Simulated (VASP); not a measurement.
A VASP calculation is set up with these files.

**POSCAR**
```
ZnTe
1
    0.0000000000     3.1110000000     3.1110000000
    3.1110000000     0.0000000000     3.1110000000
    3.1110000000     3.1110000000     0.0000000000
Zn Te
1 1
Selective dynamics
Direct
 -0.0112504018   0.0112504018   0.0273224044 F F F
  0.2500000000   0.2500000000   0.2500000000 F F F
```

**INCAR**
```
SYSTEM = ZnTe
PREC = Accurate
ENCUT = 400
EDIFF = 1E-6
NELM = 100
ALGO = Normal
LREAL = .FALSE.
LASPH = .TRUE.
ISMEAR = 0
SIGMA = 0.05
GGA = PE
LMAXMIX = 4
LWAVE = .FALSE.
LCHARG = .FALSE.
ISIF = 2
IBRION = 2
NSW = 40
EDIFFG = -0.01
```

File KPOINTS:
```
Automatic mesh
0
Gamma
6 6 6
0 0 0
```

POTCAR, in this order: Zn Te (PBE.64 set). Program: vasp_std.

Output

standard output:
```
 POSCAR found type information on POSCAR ZnTe
 POSCAR found :  2 types and       2 ions
 Reading from existing POTCAR
 Reading from existing POTCAR
 LDA part: xc-table for (Slater+PW92), standard interpolation
 POSCAR, INCAR and KPOINTS ok, starting setup
 WAVECAR not read
 entering main loop
       N       E                     dE             d eps       ncg     rms          rms(c)
DAV:   1     0.708034018474E+02    0.70803E+02   -0.72566E+03  2912   0.120E+03
DAV:   2    -0.141034875495E+01   -0.72214E+02   -0.69691E+02  3197   0.233E+02
DAV:   3    -0.526902754837E+01   -0.38587E+01   -0.38462E+01  3562   0.565E+01
DAV:   4    -0.532266345066E+01   -0.53636E-01   -0.53627E-01  3899   0.657E+00
DAV:   5    -0.532324540028E+01   -0.58195E-03   -0.58194E-03  3530   0.515E-01    0.442E+00
DAV:   6    -0.515124187447E+01    0.17200E+00   -0.59072E-01  3792   0.211E+01    0.349E+00
DAV:   7    -0.514048376499E+01    0.10758E-01   -0.11074E-01  3352   0.380E+00    0.139E+00
DAV:   8    -0.514051517140E+01   -0.31406E-04   -0.46657E-03  3566   0.707E-01    0.367E-01
DAV:   9    -0.514076992396E+01   -0.25475E-03   -0.10879E-03  3172   0.308E-01    0.120E-01
DAV:  10    -0.514079083684E+01   -0.20913E-04   -0.74529E-05  3538   0.854E-02    0.919E-02
DAV:  11    -0.514084853248E+01   -0.57696E-04   -0.84914E-05  3037   0.685E-02    0.460E-02
DAV:  12    -0.514084928821E+01   -0.75573E-06   -0.51157E-06  3590   0.407E-02
   1 F= -.51408493E+01 E0= -.51408493E+01  d E =-.514085E+01
 curvature:   0.00 expect dE= 0.000E+00 dE for cont linesearch  0.000E+00
 trial: gam= 0.00000 g(F)=  0.000E+00 g(S)=  0.000E+00 ort = 0.000E+00 (trialstep = 0.100E+01)
 search vector abs. value=  0.100E-09
 reached required accuracy - stopping structural energy minimisation
```

**OUTCAR**
```
------------------------ aborting loop because EDIFF is reached ----------------------------------------
  FORCE on cell =-STRESS in cart. coord.  units (eV):
  Direction    XX          YY          ZZ          XY          YZ          ZX
  --------------------------------------------------------------------------------------
  Total       -0.2620226     -0.2102715     -0.1982917      0.0877100      0.4534392      0.1951890
  in kB       -6.9713892     -5.5944973     -5.2757620      2.3336167     12.0642302      5.1932090
  external PRESSURE =      -5.9472162 kB  Pullay stress =       0.0000000 kB
  volume of cell :       60.22
      direct lattice vectors                 reciprocal lattice vectors
     0.000000000  3.111000000  3.111000000    -0.160720026  0.160720026  0.160720026
     3.111000000  0.000000000  3.111000000     0.160720026 -0.160720026  0.160720026
     3.111000000  3.111000000  0.000000000     0.160720026  0.160720026 -0.160720026
 POSITION                                       TOTAL-FORCE (eV/Angst)
 -----------------------------------------------------------------------------------
      0.12000      3.16100      3.11100        -0.508184     -0.219356     -0.083435
      1.55550      1.55550      1.55550         0.508184      0.219356      0.083435
 -----------------------------------------------------------------------------------
    total drift:                               -0.001578      0.000072      0.000003
  FREE ENERGIE OF THE ION-ELECTRON SYSTEM (eV)
  ---------------------------------------------------
  free  energy   TOTEN  =        -5.1408492882 eV

  energy  without entropy=       -5.1408492882  energy(sigma->0) =       -5.14084929

 reached required accuracy - stopping structural energy minimisation
```
(Selected blocks of OUTCAR.)

Task: Read input and log: which fault does this run have?
A. selective dynamics freezes every atom
B. LDAUL, LDAUU and LDAUJ hold more entries than there are species
C. the Γ-only program was given a k-mesh
D. SIGMA is far too large

Result: A, selective dynamics freezes every atom. The run ends without an error. Against the sound run, the energy per atom (σ→0) rises by 0.018 eV/atom; the pressure rises by 0.32 GPa; the largest force goes up by 0.555 eV/Å; the band gap decreases by 0.13 eV.

To mend it, correct POSCAR.
File POSCAR:
```
ZnTe
1
    0.0000000000     3.1110000000     3.1110000000
    3.1110000000     0.0000000000     3.1110000000
    3.1110000000     3.1110000000     0.0000000000
Zn Te
1 1
Direct
 -0.0112504018   0.0112504018   0.0273224044
  0.2500000000   0.2500000000   0.2500000000
```
The mended run (PBE GGA, plane waves, VASP's PBE PAW potentials (set 64)) converges, and its OSZICAR ends with
```
   6 F= -.51766597E+01 E0= -.51766597E+01  d E =-.138274E-04
```

The compound is ZnTe in the zinc blende structure. The cell was not relaxed at this level, atoms are displaced from their ideal sites.
